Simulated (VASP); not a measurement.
## A VASP 6.6.1 single-point calculation on CaO

INCAR

```
ISIF = 2
PREC = Accurate
METAGGA = R2SCAN
ISMEAR = 0
LWAVE = .FALSE.
LREAL = .FALSE.
LCHARG = .FALSE.
NSW = 0
TIME = 2
ENCUT = 520
EDIFF = 1E-7
IBRION = -1
SIGMA = 0.01
ALGO = Damped
NELM = 99
NBANDS = 15
LASPH = .TRUE.
```

KPOINTS

```
KPOINTS created by Atomic Simulation Environment
0
Gamma
10 10 10
0 0 0
```

POSCAR

```
Ca O
 1.0000000000000000
     0.0000000000000000    2.3256236101000001    2.3256236101000001
     2.3256236101000001    0.0000000000000000    2.3256236101000001
     2.3256236101000001    2.3256236101000001    0.0000000000000000
 Ca  O
   1   1
Cartesian
  0.0000000000000000  0.0000000000000000  0.0000000000000000
  2.3256236101000001  2.3256236101000001  2.3256236101000001
```

The recommended PBE PAW datasets give the neutral cell 16 valence electrons.

Command

```
mpirun -np 1 vasp_std
```

Q: How does this run end, and what does it give?

A: It didn't converge.

OSZICAR

```
N       E                     dE             d eps       ncg     rms           ort
DAV:   1     0.160990387883E+03    0.16099E+03   -0.93618E+03   705   0.121E+03
DAV:   2    -0.396074746770E+01   -0.16495E+03   -0.15234E+03   705   0.338E+02
DAV:   3    -0.236758728047E+02   -0.19715E+02   -0.18702E+02   705   0.115E+02
DAV:   4    -0.250577814710E+02   -0.13819E+01   -0.13584E+01   705   0.333E+01
DAV:   5    -0.252230615914E+02   -0.16528E+00   -0.16375E+00   705   0.913E+00
SDA:   6    -0.165327771652E+02    0.86903E+01   -0.25928E+02   705   0.130E+02   0.000E+00
DMP:   7     0.339259768456E+02    0.50459E+02   -0.52041E+03   705   0.260E+03  -0.713E+02
DMP:   8     0.185223955682E+03    0.15130E+03   -0.11464E+04   705   0.573E+03  -0.155E+03
DMP:   9     0.717180850473E+03    0.53196E+03   -0.24729E+04   705   0.124E+04  -0.274E+03
DMP:  10     0.424120957659E+03   -0.29306E+03   -0.10662E+04   705   0.533E+03  -0.134E+03
...
DMP:  91     0.438058998754E+03    0.16377E+02   -0.50548E+03   705   0.253E+03  -0.184E+03
DMP:  92     0.422601746373E+03   -0.15457E+02   -0.81313E+03   705   0.407E+03  -0.335E+03
DMP:  93     0.437140698807E+03    0.14539E+02   -0.50505E+03   705   0.253E+03  -0.184E+03
DMP:  94     0.422933391988E+03   -0.14207E+02   -0.11093E+04   705   0.555E+03  -0.503E+03
DMP:  95     0.438288060195E+03    0.15355E+02   -0.67953E+03   705   0.340E+03  -0.247E+03
DMP:  96     0.420914414869E+03   -0.17374E+02   -0.78438E+03   705   0.392E+03  -0.320E+03
DMP:  97     0.437061916374E+03    0.16148E+02   -0.50984E+03   705   0.255E+03  -0.185E+03
DMP:  98     0.422995808044E+03   -0.14066E+02   -0.81011E+03   705   0.405E+03  -0.338E+03
DMP:  99     0.436475593975E+03    0.13480E+02   -0.50955E+03   705   0.255E+03  -0.183E+03
   1 F= 0.43647559E+03 E0= 0.43647563E+03  d E =-.662203E-04
```

Standard output (part)

```
POSCAR found type information on POSCAR CaO
 POSCAR found :  2 types and       2 ions
 LDA part: xc-table for (None), standard interpolation
 POSCAR, INCAR and KPOINTS ok, starting setup
 WAVECAR not read
 entering main loop
 final diagonalization occupied
|     The electronic self-consistency was not achieved in the given           |
|     number of steps (NELM). The forces and other quantities evaluated       |
|     might not be reliable so examine the results carefully. If you find     |
|     spurious results, we suggest increasing NELM, if you were close to      |
|     convergence or switching to a different ALGO or adjusting the           |
|     density mixing parameters otherwise.                                    |
```

The fault: damping step far too long.
